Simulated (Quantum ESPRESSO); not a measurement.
A calculation with Quantum ESPRESSO 7.5 of KI (native input, structure typed inline):

pw.in

```
&CONTROL
  calculation = 'scf'
  prefix = 'pwscf'
  outdir = './tmp'
  pseudo_dir = './pseudo'
  tprnfor = .true.
  tstress = .true.
  disk_io = 'nowf'
/
&SYSTEM
  ibrav = 0
  nat = 2
  ntyp = 2
  ecutwfc = 60
  ecutrho = 480
  nbnd = 14
  occupations = 'smearing'
  smearing = 'fd'
  degauss = 0.00367493
/
&ELECTRONS
  conv_thr = 4d-10
  electron_maxstep = 120
  mixing_beta = 0.5
/
ATOMIC_SPECIES
I    126.9045 I.pbe-n-kjpaw_psl.0.2.UPF
K     39.0983 K.pbe-spn-kjpaw_psl.1.0.0.UPF
CELL_PARAMETERS angstrom
   4.2911966600    0.0000000000    0.0000000000
   0.0000000000    4.2911966600    0.0000000000
   0.0000000000    0.0000000000    4.2911966600
ATOMIC_POSITIONS crystal
I      0.5000000000    0.5000000000    0.5000000000
K      0.0000000000    0.0000000000    0.0000000000
K_POINTS automatic
6 6 6 0 0 0
```

Potentials or basis: SSSP 1.3 efficiency PBE.

Command:

```sh
$ OMP_NUM_THREADS=1 pw.x -in pw.in > pw.out
```

Measurements of this composition are mostly on another form, of space group No. 225.

**Question.** Write the same calculation in another form: ASE script, structure from a CIF.

**Answer.** As run:

run.py

```python
import numpy as np
from ase.calculators.espresso import Espresso, EspressoProfile
import spglib
from ase import Atoms
from ase.io import read

atoms = read('KI.cif')
cell, pos, num = spglib.standardize_cell((atoms.cell[:], atoms.get_scaled_positions(), atoms.numbers), to_primitive=True, symprec=1e-4)
atoms = Atoms(numbers=num, cell=cell, scaled_positions=pos, pbc=True)

input_data = {
    'control': {'calculation': 'scf', 'prefix': 'pwscf', 'outdir': './tmp', 'tprnfor': True, 'tstress': True, 'disk_io': 'nowf'},
    'system': {'ecutwfc': 60.0, 'ecutrho': 480.0, 'nbnd': 14, 'occupations': 'smearing', 'smearing': 'fd', 'degauss': 0.00367493},
    'electrons': {'conv_thr': 4e-10, 'electron_maxstep': 120, 'mixing_beta': 0.5},
}
pseudopotentials = {'K': 'K.pbe-spn-kjpaw_psl.1.0.0.UPF', 'I': 'I.pbe-n-kjpaw_psl.0.2.UPF'}
profile = EspressoProfile(command='pw.x', pseudo_dir='pseudo')
dft = Espresso(profile=profile, input_data=input_data, pseudopotentials=pseudopotentials, kpts=(6, 6, 6), koffset=(0, 0, 0))
atoms.calc = dft

print(f'energy {atoms.get_potential_energy():.8f} eV')
print('forces (eV/A)')
print(np.round(atoms.get_forces(), 6))
print('stress (eV/A^3, Voigt)')
print(np.round(atoms.get_stress(), 8))
print(f'Fermi level {dft.get_fermi_level():.4f} eV')
```

The input KI.cif:

```cif
data_KI
_cell_length_a 4.29119666
_cell_length_b 4.29119666
_cell_length_c 4.29119666
_cell_angle_alpha 90.00000000
_cell_angle_beta 90.00000000
_cell_angle_gamma 90.00000000
_space_group_name_H-M_alt 'Pm-3m'
_space_group_name_Hall '-P 4 2 3'
_space_group_IT_number 221
loop_
_space_group_symop_operation_xyz
'x,y,z'
'-x,-y,-z'
'-y,x,z'
'y,-x,-z'
'-x,-y,z'
'x,y,-z'
'y,-x,z'
'-y,x,-z'
'x,-y,-z'
'-x,y,z'
'-y,-x,-z'
'y,x,z'
'-x,y,-z'
'x,-y,z'
'y,x,-z'
'-y,-x,z'
'z,x,y'
'-z,-x,-y'
'z,-y,x'
'-z,y,-x'
'z,-x,-y'
'-z,x,y'
'z,y,-x'
'-z,-y,x'
'-z,x,-y'
'z,-x,y'
'-z,-y,-x'
'z,y,x'
'-z,-x,y'
'z,x,-y'
'-z,y,x'
'z,-y,-x'
'y,z,x'
'-y,-z,-x'
'x,z,-y'
'-x,-z,y'
'-y,z,-x'
'y,-z,x'
'-x,z,y'
'x,-z,-y'
'-y,-z,x'
'y,z,-x'
'-x,-z,-y'
'x,z,y'
'y,-z,-x'
'-y,z,x'
'x,-z,y'
'-x,z,-y'
loop_
_atom_site_label
_atom_site_type_symbol
_atom_site_symmetry_multiplicity
_atom_site_Wyckoff_symbol
_atom_site_fract_x
_atom_site_fract_y
_atom_site_fract_z
_atom_site_occupancy
I1 I 1 b 0.5000000000 0.5000000000 0.5000000000 1
K1 K 1 a 0.0000000000 0.0000000000 0.0000000000 1
```

Potentials or basis: SSSP 1.3 efficiency PBE.

The run is started by

```sh
$ OMP_NUM_THREADS=1 python run.py
```

Both were run:

|  | native input, structure typed inline | ASE script, structure from a CIF |
| --- | --- | --- |
| Pressure | 0.5 GPa | 0.5 GPa |
| Band gap on the k mesh | 3.33 eV, indirect (least direct gap 3.69 eV) | 3.33 eV, indirect (least direct gap 3.69 eV) |

Keys that steer only the numerical path or the files written may differ.

Caveat: spin-orbit coupling is left out, which moves the levels of the heavy elements.
